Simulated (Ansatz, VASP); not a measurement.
## One calculation of MgO, two programs

INCAR

```
SYSTEM = MgO
ALGO = Normal
EDIFF = 1E-6
EDIFFG = -0.01
ENCUT = 600
GGA = PE
IBRION = 2
ISIF = 3
ISMEAR = 0
LASPH = .True.
LCHARG = .False.
LREAL = .False.
LWAVE = .False.
NELM = 100
NSW = 100
PREC = Accurate
SIGMA = 0.02
```

File KPOINTS:

```
k-points
0
Gamma
  8 8 8
  0 0 0
```

The input POSCAR:

```
MgO
1.0
    1.4439098247     -5.6363010933      0.0000000000
    1.4439098247      5.6363010933      0.0000000000
    0.0000000000      0.0000000000      2.9154815169
Mg O
2 2
Direct
    0.3444511050      0.6555488950      0.7500000000
    0.6555488950      0.3444511050      0.2500000000
    0.1512867309      0.8487132691      0.7500000000
    0.8487132691      0.1512867309      0.2500000000
```

Input for Ansatz:

```yaml
crystal:
  lattice:
    - [1.4439098247, -5.6363010933, 0.0]
    - [1.4439098247, 5.6363010933, 0.0]
    - [0.0, 0.0, 2.9154815169]
  atoms:
    - { symbol: Mg, position: [0.344451105, 0.655548895, 0.75] }
    - { symbol: Mg, position: [0.655548895, 0.344451105, 0.25] }
    - { symbol: O, position: [0.1512867309, 0.8487132691, 0.75] }
    - { symbol: O, position: [0.8487132691, 0.1512867309, 0.25] }
basis:
  ecutwfc: 420
kpoints:
  mp_grid: { grid: [8, 8, 8] }
hamiltonian:
  xc: pbe
scf:
  occupations: { method: gaussian, width: 0.02 }
output:
  forces: true
  stress: true
  eigenvalues: true
relax:
  adjacent_minimum: "off"
  f_tol: 0.01
  max_steps: 80
  cell: { stress_tol: 0.05 }
```

Alike in both runs: task relaxation of cell and atoms; functional PBE; k mesh 8 × 8 × 8; occupations gaussian, width 0.02 eV; no spin polarisation.

```csv
,VASP,Ansatz
version,VASP 6.6.1,Ansatz 0.2.0
potentials or method,"VASP PAW PBE potentials, release 64 (Mg, O)","scalar-relativistic, plane waves, PAW"
plane-wave cutoff (eV),600,420
valence electrons in the cell,16,32
```

|  | VASP | Ansatz | Ansatz less VASP |
| --- | --- | --- | --- |
| gap on the k mesh at the Fermi level, each at its own relaxed structure (eV) | 3.01 | 2.98 | -0.029 |
| relaxed volume (Å³/atom) | 11.82 | 12.20 | +0.383 |
| relaxed cell length with the largest relative difference (Å) | 5.817 | 5.979 | +0.1620 |

The two sets of potentials don't hold the same shells in valence.

A k mesh can miss the band edges.
